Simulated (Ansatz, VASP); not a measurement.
Cs: VASP beside Ansatz

Contents of INCAR:

```
SYSTEM = Cs
PREC = Accurate ; ENCUT = 600
EDIFF = 1E-6 ; ISMEAR = -1
SIGMA = 0.05 ; LREAL = .False.
LASPH = .True. ; NELM = 60
ALGO = Normal ; ISIF = 3
LWAVE = .False. ; LCHARG = .False.
GGA = PE ; IVDW = 12
IBRION = 2 ; NSW = 60
EDIFFG = -0.01
```

The input KPOINTS:

```
Automatic mesh
0
Gamma
  6 6 6
  0 0 0
```

POSCAR

```
Cs
1.0
    0.0000000000      3.9483357400      3.9483357400
    3.9483357400      0.0000000000      3.9483357400
    3.9483357400      3.9483357400      0.0000000000
Cs
1
Direct
    0.0000000000      0.0000000000      0.0000000000
```

File input.yaml:

```yaml
crystal:
  lattice:
    - [0.0, 3.94833574, 3.94833574]
    - [3.94833574, 0.0, 3.94833574]
    - [3.94833574, 3.94833574, 0.0]
  atoms:
    - { symbol: Cs, position: [0.0, 0.0, 0.0] }
hamiltonian:
  xc: pbe
  pseudopotentials: { kind: paw }
  dispersion: d3bj
kpoints:
  mp_grid: { grid: [6, 6, 6] }
scf:
  occupations: { method: fermi_dirac, width: 0.05 }
output:
  forces: true
  stress: true
  eigenvalues: true
relax:
  f_tol: 0.01
  max_steps: 40
  cell: { stress_tol: 0.05 }
```

This isn't the form of Cs at room conditions, which is bcc.

Alike in both runs: task relaxation of cell and atoms; functional PBE; dispersion D3(BJ); k mesh 6 × 6 × 6; occupations fermi-dirac, width 0.05 eV; no spin polarisation.

```csv
,VASP,Ansatz
version,VASP 6.6.1,Ansatz 0.2.0
potentials or method,"VASP PAW PBE potentials, release 64 (Cs_sv)",Ansatz PAW
plane-wave cutoff (eV),600,420
valence electrons in the cell,9,9
```

Ansatz gave:

| Item | Value |
| --- | --- |
| gap on the k mesh at the Fermi level, each at its own relaxed structure (eV) | none |
| relaxed volume (Å³/atom) | 112.10 |
| relaxed cell length with the largest relative difference (Å) | 5.412 |
| energy change over the relaxation (meV/atom) | -6 |

Q: Estimate VASP's values.

A: gap on the k mesh at the Fermi level, each at its own relaxed structure (eV): none; relaxed volume (Å³/atom): 111.61; relaxed cell length with the largest relative difference (Å): 5.404; energy change over the relaxation (meV/atom): -7.

A gap of «none» marks a metal or a gap that the smearing closes.

Caveats: pairwise dispersion overbinds metals, which lowers pressure and volume; the plane-wave basis is chosen anew once the cell has moved, so the energies of steps on either side of that aren't comparable (Ansatz). Spin-orbit coupling is left out, which matters for the levels of Cs.
